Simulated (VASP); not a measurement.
# Ni: single point with RPBE

The system is Ni.

```
Ni
1.0
     2.32011    0.00000    0.00000
     0.00000    2.32011    0.00000
     0.00000    0.00000    2.32011
Ni
1
Direct
  0.00000 0.00000 0.00000
```

This isn't the form of Ni at room conditions, which is fcc.

| Property | Result |
| --- | --- |
| Program | VASP 6.6.1 |
| Task | single point |
| Functional | RPBE |
| Potentials or basis | VASP PAW PBE potentials, release 64 (Ni) |
| Cutoff | 520 eV |
| k mesh | 22 × 22 × 22 |
| Occupations | fermi-dirac, width 0.1 eV |
| Spin | no spin polarisation |

```yaml
Pressure: 5.8 GPa
Band_gap_on_the_k_mesh: none (metal or under the smearing width)
```

Levels at points of the mesh, in eV from the Fermi level:
| k point | band 2 | band 3 | band 4 | band 5 | band 6 | band 7 | band 8 | band 9 |
| --- | --- | --- | --- | --- | --- | --- | --- | --- |
| (0.00, 0.00, 0.00) | -3.31 | -3.31 | 0.04 | 0.04 | 0.04 | 19.65 | 19.65 | 19.65 |
| (0.50, 0.00, 0.00) | -2.87 | -1.02 | -1.02 | -1.01 | 0.14 | 3.91 | 24.56 | 26.83 |
| (0.50, 0.50, 0.00) | -2.53 | -0.80 | -0.80 | 0.76 | 5.31 | 5.31 | 11.41 | 11.58 |
| (0.50, 0.50, 0.50) | -2.96 | -2.96 | 0.82 | 0.82 | 12.00 | 12.00 | 12.00 | 13.83 |

Wall time 19 s on 1 thread of Intel(R) Xeon(R) 6975P-C (Granite Rapids), with other jobs on the host, peak memory 0.15 GiB.

Caveat: the PAW data sets were made with another functional, which shifts forces and pressure a little; the run has no spin polarisation, though such a crystal can be magnetic. Spin polarisation is off, so any magnetic state and its effect on volume and gap are missing.
